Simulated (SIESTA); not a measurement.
# Al under changes of volume

One of the cells (16.116 Å³/atom); the others are scaled copies at fixed shape and fractional positions:

```
Al
1.0
    -1.59122    1.59122    1.59122
     1.59122   -1.59122    1.59122
     1.59122    1.59122   -1.59122
Al
1
Direct
  0.00000 0.00000 0.00000
```

This isn't the form of Al at room conditions, which is fcc.

| Property | Result |
| --- | --- |
| Program | SIESTA 5.4.2 |
| Functional | LDA |
| Potentials or basis | PseudoDojo 0.4 standard (LDA files) |
| Basis | DZP (energy shift 0.003 Ry) |
| Grid cutoff | 500 Ry |
| Energy shift | 0.003 Ry |
| k mesh | 12 × 12 × 12 |
| Occupations | fermi-dirac, width 0.05 eV |
| Spin | no spin polarisation |

| volume (Å³/atom) | energy over the lowest point (meV/atom) | pressure (GPa) |
| --- | --- | --- |
| 15.149 | 20.83 | 6.4 |
| 15.471 | 10.04 | 4.4 |
| 15.793 | 3.20 | 2.5 |
| 16.116 | 0.00 | 0.8 |
| 16.438 | 0.09 | -0.8 |
| 16.760 | ? | ? |
| 17.083 | 8.94 | -3.4 |

Task: What does the run at 16.760 Å³/atom give?

Result: Energy over the lowest point 3.18 meV/atom; pressure -2.2 GPa.

Worked out: A Birch-Murnaghan fit of order 3 (a polynomial in V^(-2/3)) to the other rows has its minimum at 16.27 Å³/atom with B0 = V·E''(V) = 79 GPa and B' = 3.9. It gives 3.15 meV/atom at 16.760 Å³/atom, against the run's 3.18, and -dE/dV = -2.2 GPa, against -2.2.

Energies are extrapolated to zero smearing.

Caveats: the basis of atomic orbitals isn't converged, which shifts pressures, moduli and gaps.
